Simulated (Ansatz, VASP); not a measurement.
# Cs2HgSe2 in two plane-wave programs

One calculation is typed for both programs; each brings its own data sets and cutoff. How far apart do they land?

Program: Ansatz 0.2.0. Level of theory: plane waves, with VASP 6.6.1 beside it; single point at PBE. Results are calculated unless marked as measured.

## 1. Starting point

The structure is orthorhombic, space group Pbam (No. 55). Conventional cell: a = 8.185 Å, b = 10.330 Å, c = 4.711 Å, α = 90.00°, β = 90.00°, γ = 90.00°. Nearest to Hg lie 2 Se at 2.43 Å. Cs has 6 Se at 3.67 to 3.72 Å and 1 Cs at 3.87 Å nearest. Nearest to Se lie 1 Hg at 2.43 Å and 6 Cs at 3.67 to 3.72 Å. Farther neighbours and most contacts between anions are not listed.

As a file:

```xyz
10
Lattice="8.1849 0.0000 0.0000 0.0000 10.3302 0.0000 0.0000 0.0000 4.7112" Properties=species:S:1:pos:R:3 pbc="T T T"
Hg    4.0925    5.1651    0.0000
Hg    0.0000    0.0000    0.0000
Cs    3.2103    8.6100    2.3556
Cs    4.9746    1.7202    2.3556
Cs    7.3028    6.8853    2.3556
Cs    0.8821    3.4449    2.3556
Se    1.8643    6.1456    0.0000
Se    6.3206    4.1846    0.0000
Se    5.9568    9.3497    0.0000
Se    2.2281    0.9805    0.0000
```

## 2. VASP: single point, PBE

With cell and atoms fixed, the geometry can't cause a difference; cores, projectors, grids and the points listed under the comparison can.

Lines of VASP's logs that name or quote its potential files are left out, and so is its time.

The input, INCAR:

```
SYSTEM = Cs2HgSe2
PREC = Accurate
ENCUT = 400
EDIFF = 1E-07
NELM = 100
ISMEAR = 0
SIGMA = 0.01
LREAL = .FALSE.
ALGO = Normal
GGA = PE
NBANDS = 52
LORBIT = 11
LWAVE = .FALSE.
LCHARG = .FALSE.
KPAR = 4
```

The input, POSCAR:

```
Cs2HgSe2
1.0
    8.1849000000      0.0000000000      0.0000000000
    0.0000000000     10.3302000000      0.0000000000
    0.0000000000      0.0000000000      4.7112000000
Hg Cs Se
2 4 4
Direct
    0.5000000000      0.5000000000      0.0000000000
    0.0000000000      0.0000000000      0.0000000000
    0.3922223141      0.8334766617      0.5000000000
    0.6077776859      0.1665233383      0.5000000000
    0.8922223141      0.6665233383      0.5000000000
    0.1077776859      0.3334766617      0.5000000000
    0.2277788365      0.5949200905      0.0000000000
    0.7722211635      0.4050799095      0.0000000000
    0.7277788365      0.9050799095      0.0000000000
    0.2722211635      0.0949200905      0.0000000000
```

The input, KPOINTS:

```
Automatic mesh
0
Gamma
3 3 5
0 0 0
```

PAW data sets: Hg, Cs_sv and Se (PBE family, release 64).

Started as:

```
$ mpirun -np 4 vasp_std
```

Numbers of over 12 decimals in the logs are rounded to 6 here.

What it wrote:

```text
[banner, memory and clock lines left out]
running    4 mpi-ranks, on    1 nodes
 distrk:  each k-point on    1 cores,    4 groups
 distr:  one band on    1 cores,    1 groups

 POSCAR found type information on POSCAR HgCsSe
 POSCAR found :  3 types and      10 ions
 LDA part: xc-table for (Slater+PW92), standard interpolation
 POSCAR, INCAR and KPOINTS ok, starting setup
 FFT: planning ... GRIDC
 FFT: planning ... GRID_SOFT
 FFT: planning ... GRID
 WAVECAR not read
 entering main loop
       N       E                     dE             d eps       ncg     rms          rms(c)
DAV:   1     0.539708423062E+03    0.53971E+03   -0.30356E+04  1248   0.111E+03
DAV:   2     0.197242101037E+02   -0.51998E+03   -0.50363E+03  1536   0.249E+02
DAV:   3    -0.293026318867E+02   -0.49027E+02   -0.48836E+02  1400   0.808E+01
DAV:   4    -0.300656369199E+02   -0.76301E+00   -0.76139E+00  1496   0.111E+01
DAV:   5    -0.300760030740E+02   -0.10366E-01   -0.10358E-01  1436   0.121E+00    0.110E+01
DAV:   6    -0.267133536455E+02    0.33626E+01   -0.72482E+00  1628   0.140E+01    0.813E+00
DAV:   7    -0.265089845220E+02    0.20437E+00   -0.22208E+00  1384   0.422E+00    0.427E+00
DAV:   8    -0.264870850953E+02    0.21899E-01   -0.22040E-01  1424   0.247E+00    0.726E-01
DAV:   9    -0.264814684377E+02    0.56167E-02   -0.51121E-02  1408   0.134E+00    0.309E-01
DAV:  10    -0.264843827994E+02   -0.29144E-02   -0.74962E-03  1368   0.337E-01    0.213E-01
DAV:  11    -0.264854145620E+02   -0.10318E-02   -0.12304E-03  1480   0.137E-01    0.105E-01
DAV:  12    -0.264859932295E+02   -0.57867E-03   -0.10419E-03  1344   0.125E-01    0.374E-02
DAV:  13    -0.264859939630E+02   -0.73358E-06   -0.28508E-05  1512   0.208E-02    0.137E-02
DAV:  14    -0.264860035780E+02   -0.96149E-05   -0.14315E-05  1360   0.151E-02    0.293E-03
DAV:  15    -0.264860045181E+02   -0.94010E-06   -0.24686E-06  1560   0.513E-03    0.228E-03
DAV:  16    -0.264860047148E+02   -0.19668E-06   -0.17606E-07   984   0.178E-03    0.989E-04
DAV:  17    -0.264860047559E+02   -0.41121E-07   -0.41723E-08   936   0.742E-04
   1 F= -.26486005E+02 E0= -.26486005E+02  d E =-.605824E-13
```

From OUTCAR (step 2):

```text
ion  position               nearest neighbor table
   1  0.500  0.500  0.000-   7 2.43   8 2.43
   2  0.000  0.000  0.000-   9 2.43  10 2.43
   3  0.392  0.833  0.500-
   4  0.608  0.167  0.500-
   5  0.892  0.667  0.500-
   6  0.108  0.333  0.500-
   7  0.228  0.595  0.000-   1 2.43
   8  0.772  0.405  0.000-   1 2.43
   9  0.728  0.905  0.000-   2 2.43
  10  0.272  0.095  0.000-   2 2.43

  LATTYP: Found a simple orthorhombic cell.
 ALAT       =     4.7112000000
 B/A-ratio  =     1.7373280693
 C/A-ratio  =     2.1926897606

 Subroutine GETGRP returns: Found  8 space group operations
 (whereof  4 operations were pure point group operations)

The static configuration has the point symmetry C_2h.
 The point group associated with its full space group is D_2h.

 Found     12 irreducible k-points:

   k-points           NKPTS =     12   k-points in BZ     NKDIM =     12   number of bands    NBANDS=     52

   dimension x,y,z NGX =    54 NGY =   70 NGZ =   32
   dimension x,y,z NGXF=   108 NGYF=  140 NGZF=   64

   ENCUT  =  400.0 eV  29.40 Ry    5.42 a.u.  13.35 16.85  7.68*2*pi/ulx,y,z

   NELECT =      84.0000    total number of electrons

 k-points in reciprocal lattice and weights: Automatic mesh
   0.00000000  0.00000000  0.00000000       0.022
   0.33333333  0.00000000  0.00000000       0.044
   0.00000000  0.33333333  0.00000000       0.044
   0.33333333  0.33333333  0.00000000       0.089
   0.00000000  0.00000000  0.20000000       0.044
   0.33333333  0.00000000  0.20000000       0.089
   0.00000000  0.33333333  0.20000000       0.089
   0.33333333  0.33333333  0.20000000       0.178
   0.00000000  0.00000000  0.40000000       0.044
   0.33333333  0.00000000  0.40000000       0.089
   0.00000000  0.33333333  0.40000000       0.089
   0.33333333  0.33333333  0.40000000       0.178

 average (electrostatic) potential at core
       1 -42.4338       2 -42.4338       3 -49.9819       4 -49.9819       5 -49.9819
       6 -49.9819       7 -56.0512       8 -56.0512       9 -56.0512      10 -56.0512

 E-fermi :   0.6691

 k-point     1 :       0.0000    0.0000    0.0000
  band No.  band energies     occupation
    ...
     38       0.2302      2.00000
     39       0.3109      2.00000
     40       0.4247      2.00000
     41       0.5505      2.00000
     42       0.5911      2.00000
     43       2.5524      0.00000
     44       3.4708      0.00000
     45       3.6328      0.00000
     46       4.3260      0.00000
     47       4.3337      0.00000
    ...

 k-point     2 :       0.3333    0.0000    0.0000
  band No.  band energies     occupation
    ...
     38       0.1532      2.00000
     39       0.4852      2.00000
     40       0.5010      2.00000
     41       0.5895      2.00000
     42       0.6221      2.00000
     43       3.1167      0.00000
     44       3.1412      0.00000
     45       3.7190      0.00000
     46       4.1099      0.00000
     47       4.5818      0.00000
    ...

 k-point     3 :       0.0000    0.3333    0.0000
  band No.  band energies     occupation
    ...
     38       0.0244      2.00000
     39       0.2031      2.00000
     40       0.2587      2.00000
     41       0.5716      2.00000
     42       0.5872      2.00000
     43       2.7864      0.00000
     44       3.2940      0.00000
     45       3.7939      0.00000
     46       4.2375      0.00000
     47       4.5523      0.00000
    ...

  Total        5.1673224      3.4157229      3.1493019     -0.0000000      0.0000000      0.0000000
  in kB       20.7836820     13.7385080     12.6669258     -0.0000000      0.0000000      0.0000000
  external PRESSURE =      15.7297052 kB  Pullay stress =       0.0000000 kB

  energy-cutoff  :      400.00
  volume of cell :      398.34
      direct lattice vectors                 reciprocal lattice vectors
     8.184900000  0.000000000  0.000000000     0.122176203  0.000000000  0.000000000
     0.000000000 10.330200000  0.000000000     0.000000000  0.096803547  0.000000000
     0.000000000  0.000000000  4.711200000     0.000000000  0.000000000  0.212260146

 POSITION                                       TOTAL-FORCE (eV/Angst)
 -----------------------------------------------------------------------------------
      4.09245      5.16510      0.00000         0.000000      0.000000      0.000000
      0.00000      0.00000      0.00000         0.000000      0.000000      0.000000
      3.21030      8.60998      2.35560        -0.018997     -0.025208      0.000000
      4.97460      1.72022      2.35560         0.018997      0.025208     -0.000000
      7.30275      6.88532      2.35560        -0.018997      0.025208      0.000000
      0.88215      3.44488      2.35560         0.018997     -0.025208     -0.000000
      1.86435      6.14564      0.00000        -0.210873      0.102633      0.000000
      6.32055      4.18456      0.00000         0.210873     -0.102633     -0.000000
      5.95680      9.34966      0.00000        -0.210873     -0.102633      0.000000
      2.22810      0.98054      0.00000         0.210873      0.102633     -0.000000
 -----------------------------------------------------------------------------------
    total drift:                                0.000000      0.000000      0.000000

  FREE ENERGIE OF THE ION-ELECTRON SYSTEM (eV)
  ---------------------------------------------------
  free  energy   TOTEN  =       -26.4860047559 eV

  energy  without entropy=      -26.4860047559  energy(sigma->0) =      -26.48600476

 total charge
# of ion       s       p       d       tot
------------------------------------------
    1        0.861   0.377   9.316  10.554
    2        0.861   0.377   9.316  10.554
    3        1.846   4.700   0.039   6.586
    4        1.846   4.700   0.039   6.586
    5        1.846   4.700   0.039   6.586
    6        1.846   4.700   0.039   6.586
    7        1.451   2.367   0.017   3.836
    8        1.451   2.367   0.017   3.836
    9        1.451   2.367   0.017   3.836
   10        1.451   2.367   0.017   3.836
--------------------------------------------------
tot         14.911  29.024  18.859  62.793

[... 3 further parts left out ...]
```

The run ends at a pressure of 1.57 GPa, with forces up to 0.23 eV/Å.

## 3. Ansatz: single point, PBE

Ansatz runs on its default PAW (the set named soft_2) files.

The same cell, functional, mesh and smearing now go to Ansatz, which takes its cutoff from its data sets.

The input, input.yaml:

```yaml
crystal:
  lattice:
    - [8.1849, 0.0, 0.0]
    - [0.0, 10.3302, 0.0]
    - [0.0, 0.0, 4.7112]
  atoms:
    - { symbol: Hg, position: [0.5, 0.5, 0.0] }
    - { symbol: Hg, position: [0.0, 0.0, 0.0] }
    - { symbol: Cs, position: [0.3922223141, 0.8334766617, 0.5] }
    - { symbol: Cs, position: [0.6077776859, 0.1665233383, 0.5] }
    - { symbol: Cs, position: [0.8922223141, 0.6665233383, 0.5] }
    - { symbol: Cs, position: [0.1077776859, 0.3334766617, 0.5] }
    - { symbol: Se, position: [0.2277788365, 0.5949200905, 0.0] }
    - { symbol: Se, position: [0.7722211635, 0.4050799095, 0.0] }
    - { symbol: Se, position: [0.7277788365, 0.9050799095, 0.0] }
    - { symbol: Se, position: [0.2722211635, 0.0949200905, 0.0] }
hamiltonian:
  xc: pbe
  pseudopotentials: { kind: paw }
kpoints:
  mp_grid: { grid: [3, 3, 5] }
scf:
  occupations: { method: gaussian, width: 0.01 }
  n_extra_bands: 6
output:
  forces: true
  stress: true
  eigenvalues: true
```

Started as:

```
$ ansatz run input.yaml --threads 4 --pin off --max-ram 9216MiB --backend cpu --events-out ev --progress --plain --runs-dir out
```

What it wrote:

```text
scf.n_extra_bands = 6 over 70 filled bands (N_el = 140.0): the run solves 76 bands
Engine: ansatz 0.2.0, aarch64-unknown-linux-gnu
Pseudopotentials: kind: paw
Pseudopotential: Hg, paw, valence charge 20, recommended cutoff 420 eV (normal), Hg.paw.azcp
Pseudopotential: Cs, paw, valence charge 9, recommended cutoff 420 eV (normal), Cs.paw.azcp
Pseudopotential: Se, paw, valence charge 16, recommended cutoff 420 eV (normal), Se.paw.azcp
Functional definition: PBE
  parameter kappa = 0.804
  parameter beta = 0.066725
  exchange = pbe_x(kappa = kappa, mu = beta*pi^2/3)
  correlation = pbe_c(beta = beta)
Crystal: 10 atoms, lattice volume = 398.340 Å³
Basis set: ecut = 420 eV, 7743 PW (Γ), exchange–correlation on 120×144×64 points (8 copies of the dense FFT grid, shifted against one another)
Bands: 76, of which v1, the nominal top of the filled ones, is band 70 counted from 1 (69 counted from 0)
Symmetry: 8 space group operations
Space group: Pbam (ITA 55), of the structure as read, at distance tolerance 7.4e-5 Å
k-points: 12 of 45
Non-local potential: Hg, projectors of the file, l = 0: 3, l = 1: 2, l = 2: 2, l = 3: 1
Non-local potential: Cs, projectors of the file, l = 0: 3, l = 1: 2, l = 2: 2, l = 3: 2
Non-local potential: Se, projectors of the file, l = 0: 2, l = 1: 2, l = 2: 3, l = 3: 1
PAW form: soft (Blöchl's): semilocal exchange-correlation on the pseudo side does not see the compensation charge
PAW one-centre angular grid: Hg, 590 points (default); XC on 64 Gauss nodes
PAW one-centre angular grid: Cs, 194 points (default); XC on 64 Gauss nodes
PAW one-centre angular grid: Se, 590 points (default); XC on 64 Gauss nodes
Initial density: superposition of atomic densities (neutral atoms: chi_scale 0, normalization atom), corrected by the library's trained network
Initial wavefunctions: pseudopotential atomic-orbital guess
Functional: x = pbe(κ = 0.804, μ = 0.219515), c = pbe(β = 0.066725)
SCF iter   1: F=—  HF=-72195.111766 eV  |F-HF|=—  |Δ(HF+E_count)|=         —  Δρ=6.22e-4  dr2=1.18e-3  ethr=1.77e-3  ⟨swp⟩=6.9  Hψ=3865  notcnv=0
preconditioner: auto → Resta (q_TF=auto, 2.292 Å⁻¹)  ε∞=4.3  [insulator: Δε(μ)=1.939 eV  Ē_g=8.978 eV  σ=0.010 eV  W_gap=1.00  n_scr=76 (ndim 8)  ℏωp=16.2 eV  f_vac=0.106  D(μ)=0.00/eV (n_scr^D=0)  ε∞_Penn≈4.3]
SCF iter   2: F=—  HF=-72195.116047 eV  |F-HF|=—  |Δ(HF+E_count)|=   4.28e-3  Δρ=4.10e-4  dr2=7.12e-4  ethr=8.44e-7  ⟨swp⟩=3.0  Hψ=2451  notcnv=0  defer=18
SCF iter   3: F=—  HF=-72195.116503 eV  |F-HF|=—  |Δ(HF+E_count)|=   4.56e-4  Δρ=1.50e-4  dr2=7.24e-5  ethr=5.09e-7  ⟨swp⟩=2.0  Hψ=1385  notcnv=0  defer=18
SCF iter   4: F=—  HF=-72195.116666 eV  |F-HF|=—  |Δ(HF+E_count)|=   1.63e-4  Δρ=4.98e-5  dr2=1.27e-5  ethr=5.17e-8  ⟨swp⟩=2.0  Hψ=1638  notcnv=0  defer=18
SCF iter   5: F=—  HF=-72195.116675 eV  |F-HF|=—  |Δ(HF+E_count)|=   9.26e-6  Δρ=2.67e-5  dr2=6.43e-6  ethr=9.07e-9  ⟨swp⟩=2.0  Hψ=1638  notcnv=0  defer=18
SCF iter   6: F=—  HF=-72195.116676 eV  |F-HF|=—  |Δ(HF+E_count)|=   5.56e-7  Δρ=1.28e-5  dr2=1.75e-6  ethr=4.60e-9  ⟨swp⟩=2.5  Hψ=1366  notcnv=0  defer=18
SCF iter   7: F=—  HF=-72195.116675 eV  |F-HF|=—  |Δ(HF+E_count)|=   1.48e-7  Δρ=5.31e-6  dr2=2.71e-7  ethr=1.25e-9  ⟨swp⟩=2.0  Hψ=1093  notcnv=0  defer=18
SCF iter   8: F=-72195.116675 eV  HF=-72195.116675 eV  |F-HF|=2.98e-8  |Δ(HF+E_count)|=   4.88e-8  Δρ=1.77e-6  dr2=4.28e-8  ethr=7.14e-11  ⟨swp⟩=8.8  Hψ=3803  notcnv=0
SCF 1 converged in 8 iterations: F = -72195.116675 eV  dr2 = 4.28e-8
  greatest PAW one-centre occupation: 1.000 electrons in one spin orbital (limit 2), on the Hg atom at site 1 (counted from 0), in its partial waves of l = 0
SCF converged after 8 iterations
Free energy (F): -72195.116675 eV
Harris-Foulkes:  -72195.116675 eV  (|F-HF|=2.98e-8)
Internal energy: -72195.116675 eV  (E = F + TS)
E sigma→0 (E₀):  -72195.116675 eV
Fermi energy:    6.222191 eV
--- Per-component energies (eV) ---
  E_band       = -2918.720803
  E_kinetic    = 2256.256095
  E_local      = -21357.038305  (includes V_loc(G=0)·N_el)
  E_nonlocal   = -2119.899256
  E_hartree    = 9909.550393
  E_xc         = -1559.158444
  E_vxc        = -1428.440130  (∫ρ·V_xc dr)
  E_paw        = -47799.961554  (= ΣΔE_a)
  E_vpaw       = -88.700998  (= ΣTr[D̂ρ^β])
  E_aug_tail   = -0.000540  (compensation charges beyond the density's cutoff)
  E_ewald      = -11524.865065
  E_smearing   = -0.000000  (= −TS)
  E_closure    = -0.000000  (closes the sum)
  Σ components = -72195.116675   (vs F -72195.116675, Δ=0.00e0)
--- Forces (eV/Å), atoms counted from 1 ---
  atom   1  Hg     0.00000000     0.00000000     0.00000000
  atom   2  Hg     0.00000000    -0.00000000     0.00000000
  atom   3  Cs    -0.01830403    -0.02305430     0.00000000
  atom   4  Cs     0.01830403     0.02305430     0.00000000
  atom   5  Cs    -0.01830403     0.02305430     0.00000000
  atom   6  Cs     0.01830403    -0.02305430     0.00000000
  atom   7  Se    -0.13010662     0.06802443     0.00000000
  atom   8  Se     0.13010662    -0.06802443     0.00000000
  atom   9  Se    -0.13010662    -0.06802443     0.00000000
  atom  10  Se     0.13010662     0.06802443     0.00000000
  max |Σ_I F_I| component: 2.78e-17 eV/Å
--- Stress (GPa, compression-positive) ---
        1.772986       0.000000       0.000000
        0.000000       1.289430       0.000000
        0.000000       0.000000       1.239339
  P = ⅓ Tr σ = 1.4339 GPa (14.339 kbar)
--- Band table (eV; the first three rows and the last of 12) ---
  k-point 0: bands = [... 66 lower, 4.9341, 5.0513, 5.1784, 5.2182, 7.1939, 8.1010, 8.2718, 8.9536, ... 2 higher]
  k-point 1: bands = [... 66 lower, 4.7625, 4.8516, 5.0003, 5.0041, 7.4821, 8.1028, 8.2023, 9.0780, ... 2 higher]
  k-point 2: bands = [... 66 lower, 4.6123, 4.7126, 4.7502, 4.8756, 7.8494, 8.0370, 8.2405, 8.2869, ... 2 higher]
  k-point 11: bands = [... 66 lower, 4.6763, 4.6942, 5.0459, 5.1208, 7.7816, 7.8224, 8.1000, 8.2869, ... 2 higher]
```

The job ended after 7.8 s (4 threads of Arm Neoverse V2, shared host; peak memory 1.1 GiB).

The run ends at a pressure of 1.43 GPa, with forces up to 0.15 eV/Å.

## 4. Differences

Known differences besides the potentials themselves: the data sets hold 140 valence electrons in Ansatz (default PAW (the set named soft_2) files) and 84 in VASP; the cutoff is 420 eV in Ansatz and 400 eV in VASP; VASP leaves aspherical gradient terms in its spheres out (LASPH is not set), Ansatz keeps them. Total energies have different zeros and are not compared.

Compared:

| quantity | Ansatz | VASP | difference |
| --- | --- | --- | --- |
| pressure (GPa) | 1.43 | 1.57 | -0.14 |
| gap on the k mesh (eV) | 1.944 | 1.930 | +0.013 |

Forces (eV/Å; atoms numbered as in POSCAR):

| atom | Ansatz x, y, z | VASP x, y, z |
| --- | --- | --- |
| Hg1 | 0.000, 0.000, 0.000 | 0.000, 0.000, 0.000 |
| Hg2 | 0.000, 0.000, 0.000 | 0.000, 0.000, 0.000 |
| Cs3 | -0.018, -0.023, 0.000 | -0.019, -0.025, 0.000 |
| Cs4 | 0.018, 0.023, 0.000 | 0.019, 0.025, 0.000 |
| Cs5 | -0.018, 0.023, 0.000 | -0.019, 0.025, 0.000 |
| Cs6 | 0.018, -0.023, 0.000 | 0.019, -0.025, 0.000 |
| Se7 | -0.130, 0.068, 0.000 | -0.211, 0.103, 0.000 |
| Se8 | 0.130, -0.068, 0.000 | 0.211, -0.103, 0.000 |
| Se9 | -0.130, -0.068, 0.000 | -0.211, -0.103, 0.000 |
| Se10 | 0.130, 0.068, 0.000 | 0.211, 0.103, 0.000 |

The forces differ by 32 meV/Å r.m.s., which is 37.1 % of the r.m.s. force of 0.09 eV/Å (both taken over all components). A gap on the mesh is an upper bound, since the band edges may lie between its points; neither run holds spin-orbit coupling, which can move the band edges of a compound of Hg.

## 5. Further runs

Further runs change the set-up of one program: Ansatz's method, potentials or start, or VASP's data sets, cutoff or form of LDA. The table gives Ansatz less VASP for each quantity, since a change that brings one quantity closer may part another.

| run | r.m.s. force difference (meV/Å) | pressure (GPa) | gap on the k mesh (eV) |
| --- | --- | --- | --- |
| as above | 32 | -0.14 | 0.013 |
| Ansatz's larger PAW set (cutoff 1000 eV) | 30 | -0.13 | 0.016 |
| norm-conserving potentials (cutoff 1170 eV) | 27 | -0.13 | 8.9e-4 |

## 6. Outcome

| Item | Value |
| --- | --- |
| r.m.s. force difference (single point, PBE) | 32 meV/Å |

What this shows: The r.m.s. force difference is 32 meV/Å (single point, PBE), beyond the 12 meV/Å picked in this series as the mark of a large difference. Single point, PBE, norm-conserving potentials (cutoff 1170 eV): the difference in gap on the k mesh goes from 0.013 to 8.9e-4 eV. 2 further runs of this series are not shown here. How closely two codes agree says nothing of how well the functional describes the real material.

[Lines on the potential files, build, host, timing and source positions are cut from VASP's logs without a mark.]

[Logs are printed without paths, hosts, clocks, repeated set-up lines and the standing remarks that a program may print on its own settings, such as how far it seeks lower states.]

[Hosts, paths, dates, database ids (printed as entryN), source tags and the programs' standing remarks are cut or masked in the printed files.]
